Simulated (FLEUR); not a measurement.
# TePb (Fm-3m) in FLEUR: further runs, part 2 of 2

FLEUR MaX-R8.1 (patched build s14). The steps go on from the part before.

## 3. Equation of state, LDA (Perdew-Zunger), 31.71 Å³/atom (volume scaled by 0.94)

Changes to inp.xml since step 2:

```diff
@@ -24,3 +24,3 @@
       <xi:include xmlns:xi="http://www.w3.org/2001/XInclude" href="sym.xml"> </xi:include>
-      <bulkLattice scale="1.0">
+      <bulkLattice scale="0.9795861087">
          <bravaisMatrix>
```

Potentials or basis: all-electron, FLAPW.

Run with:

```bash
inpgen -f crystal.txt -profile fastHighL
# inp.xml edited to the form shown
fleur
```

The program printed:

```text
Welcome to FLEUR        (www.flapw.de)
      MaX-Release 8.1          (www.max-centre.eu)

 ========== k-point set info ==========
 Selected k-point list: default-1
 k-point list type: mesh
 7 x 7 x 7
 Number of k points: 20

 ------------Calculation Setup---------------------------
 Number of OMP-threads    :            1
 Number of basis functions:          495
 Approximate size of matrices (H+S) per k-point:         0.004 GB
 --------------------------------------------------------
 Iteration:     1   Distance:       8.66267907 me/bohr^3
 Iteration:     2   Distance:       8.12532089 me/bohr^3
 Iteration:     3   Distance:       3.18272271 me/bohr^3
 Iteration:     4   Distance:       0.84620512 me/bohr^3
 Iteration:     5   Distance:       0.64890472 me/bohr^3
 Iteration:     6   Distance:       0.05705615 me/bohr^3
 Iteration:     7   Distance:       0.04485999 me/bohr^3
 Iteration:     8   Distance:       0.00972390 me/bohr^3
 Iteration:     9   Distance:       0.00436102 me/bohr^3
 Iteration:    10   Distance:       0.00149965 me/bohr^3
 Iteration:    11   Distance:       0.00036319 me/bohr^3
 Iteration:    12   Distance:       0.00007000 me/bohr^3
 Iteration:    13   Distance:       0.00004233 me/bohr^3
 Iteration:    14   Distance:       0.00000563 me/bohr^3

 ********************************************************************
 Run finished successfully
 Stop message:
   all done
 ********************************************************************
```

out.xml (last iteration):

```text
<iteration numberForCurrentRun="   14" overallNumber="   14">
         <energyParameters units="Htr">
            <atomicEP atomType="1" spin="1" branch="6s" branchLowest="-4.89" branchHighest="0.54" value="-0.0881951827"/>
            <atomicEP atomType="1" spin="1" branch="6p" branchLowest="-2.74" branchHighest="1.38" value="0.1924673039"/>
            <atomicEP atomType="1" spin="1" branch="5d" branchLowest="-14.33" branchHighest="-0.31" value="-0.3428008729"/>
[... 118 lines left out ...]
            </atomTypeDependentContributions>
            <tkbTimesEntropy value="0.0000000000"/>
            <freeEnergy value="-27708.2770945510"/>
            <extrapolationTo0K value="-27708.2770945510"/>
         </totalEnergy>
         <densityConvergence units="me/bohr^3">
            <chargeDensity spin="1" distance="0.0000056266"/>
         </densityConvergence>
      </iteration>
```

Wall time 21 s (1 thread of Intel Xeon 6975P-C (Granite Rapids), shared host); peak memory 0.09 GiB.

Results:

```
Free energy                                           : -753980.6302 eV
Valence electrons inside the program's atomic spheres : Pb 18.00; Te 20.18 (radii Pb 2.66, Te 2.66 bohr)
```

Caveat: this odd mesh misses L, where the gap lies, so gap, dielectric constants and Born charges aren't listed.

## 4. Equation of state, LDA (Perdew-Zunger), 32.38 Å³/atom (volume scaled by 0.96)

Changes to inp.xml since step 3:

```diff
@@ -24,3 +24,3 @@
       <xi:include xmlns:xi="http://www.w3.org/2001/XInclude" href="sym.xml"> </xi:include>
-      <bulkLattice scale="0.9795861087">
+      <bulkLattice scale="0.9864848297">
          <bravaisMatrix>
```

Run with:

```bash
inpgen -f crystal.txt -profile fastHighL
# inp.xml edited to the form shown
fleur
```

It took 21 s on 1 thread of Intel Xeon 6975P-C (Granite Rapids), shared host; peak memory 0.09 GiB.

It converged, with:

```yaml
Free_energy: -753980.6359 eV
Valence_electrons_inside_the_program's_atomic_spheres: Pb 17.98; Te 20.17 (radii Pb 2.66, Te 2.66 bohr)
```

Caveat: this odd mesh misses L, where the gap lies, so gap, dielectric constants and Born charges aren't listed.

## 5. Equation of state, LDA (Perdew-Zunger), 33.73 Å³/atom

Changes to inp.xml since step 4:

```diff
@@ -24,3 +24,3 @@
       <xi:include xmlns:xi="http://www.w3.org/2001/XInclude" href="sym.xml"> </xi:include>
-      <bulkLattice scale="0.9864848297">
+      <bulkLattice scale="1.0000000000">
          <bravaisMatrix>
```

Run with:

```bash
inpgen -f crystal.txt -profile fastHighL
# inp.xml edited to the form shown
fleur
```

Wall time 18 s (1 thread of Intel Xeon 6975P-C (Granite Rapids), shared host); peak memory 0.09 GiB.

The run converged. Its results:

```yaml
Free_energy: -753980.6220 eV
Valence_electrons_inside_the_program's_atomic_spheres: Pb 17.95; Te 20.14 (radii Pb 2.66, Te 2.66 bohr)
```

Caveat: this odd mesh misses L, where the gap lies, so gap, dielectric constants and Born charges aren't listed.

## 6. Equation of state, LDA (Perdew-Zunger), 35.08 Å³/atom (volume scaled by 1.04)

Changes to inp.xml since step 5:

```diff
@@ -24,3 +24,3 @@
       <xi:include xmlns:xi="http://www.w3.org/2001/XInclude" href="sym.xml"> </xi:include>
-      <bulkLattice scale="1.0000000000">
+      <bulkLattice scale="1.0131594038">
          <bravaisMatrix>
```

Potentials or basis: all-electron, FLAPW.

Run with:

```bash
inpgen -f crystal.txt -profile fastHighL
# inp.xml edited to the form shown
fleur
```

Wall time 29 s (1 thread of Intel Xeon 6975P-C (Granite Rapids), shared host); peak memory 0.09 GiB.

It converged, with:

```
Free energy                                           : -753980.5804 eV
Valence electrons inside the program's atomic spheres : Pb 17.92; Te 20.12 (radii Pb 2.66, Te 2.66 bohr)
```

Caveat: this odd mesh misses L, where the gap lies, so gap, dielectric constants and Born charges aren't listed.

## 7. Equation of state, LDA (Perdew-Zunger), 35.75 Å³/atom (volume scaled by 1.06)

Changes to inp.xml since step 6:

```diff
@@ -24,3 +24,3 @@
       <xi:include xmlns:xi="http://www.w3.org/2001/XInclude" href="sym.xml"> </xi:include>
-      <bulkLattice scale="1.0131594038">
+      <bulkLattice scale="1.0196128224">
          <bravaisMatrix>
```

Run with:

```bash
inpgen -f crystal.txt -profile fastHighL
# inp.xml edited to the form shown
fleur
```

Run time: 23 s. Hardware: 1 thread of Intel Xeon 6975P-C (Granite Rapids), shared host; peak memory 0.09 GiB.

Results (log left out):

| Property | Result |
| --- | --- |
| Free energy | -753980.5513 eV |
| Valence electrons inside the program's atomic spheres | Pb 17.91; Te 20.11 (radii Pb 2.66, Te 2.66 bohr) |

Caveat: this odd mesh misses L, where the gap lies, so gap, dielectric constants and Born charges aren't listed.

## 8. Equation of state, LDA (Perdew-Zunger)

This step only gathers the single runs of the series.

What came out:

* Equilibrium volume: 32.47 Å³/atom
* Bulk modulus: 49 GPa
* Pressure derivative of the bulk modulus: 5.0 (rough: it moves with the points fitted)

Energy against volume, from the lowest point:
```tsv
volume (Å³/atom)	energy (meV/atom)
31.706	2.83
32.380	0.00
33.730	6.94
35.079	27.76
35.753	42.30
```

Caveat: this odd mesh misses L, where the gap lies, so gap, dielectric constants and Born charges aren't listed. Zero-point motion and thermal expansion aren't in these numbers.

## 9. Against experiment

Step 2. Measured gap of TePb: 0.19 eV (direct; 4.2 K; a printed reference work, monograph). This calculation gives 0.65 eV (+0.46 eV). Spin-orbit coupling on Pb, Te is left out. The value is that of LDA (Perdew-Zunger), without temperature or zero-point motion.
